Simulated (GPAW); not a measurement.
Crystal: Al2O3.

```xyz
10
Lattice="4.6138 0.0000 0.0000 0.0000 9.5633 0.0000 0.0000 0.0000 3.1199" Properties=species:S:1:pos:R:3 pbc="T T T"
Al    4.5352    7.8856    0.0000
Al    0.0785    1.6777    0.0000
Al    2.2283    6.4593    1.5599
Al    2.3854    3.1040    1.5599
O     2.3069    4.7816    1.5599
O     0.5704    7.2016    1.5599
O     1.7365    2.4200    0.0000
O     2.8773    7.1433    0.0000
O     0.0000    0.0000    0.0000
O     4.0434    2.3617    1.5599
```

Measurements of this composition are mostly on another form, of space group No. 167.

Program: GPAW 26.7.0. Alike in all runs: no spin polarisation; cell as given; cutoff (eV) 800; smearing fermi-dirac 0.05 eV.

Order these runs on this cell by their band gap on the k mesh, lowest first.
A. level r2SCAN; potentials or basis GPAW PAW data sets (gpaw-data 1.2.1), pw; k mesh 4 × 2 × 6; band path GXSYGZURTZ,YT,UX,SR; band points 60
B. level TB-mBJ; potentials or basis GPAW PAW data sets for LDA (gpaw-data 1.2.1), pw; k mesh 4 × 2 × 6
C. level PBEsol; potentials or basis PAW data sets generated in the run's folder for this functional, pw; k mesh 5 × 3 × 7; band path GXSYGZURTZ,YT,UX,SR; band points 60
D. level RPBE; potentials or basis the program's PAW data sets (release 1.2.1) made for this functional, pw; k mesh 5 × 3 × 7; band path GXSYGZURTZ,YT,UX,SR; band points 60

C (3.46 eV), D (3.71 eV), A (4.17 eV), B (5.92 eV).

Caveats: a model potential gives levels but no total energy (some runs).

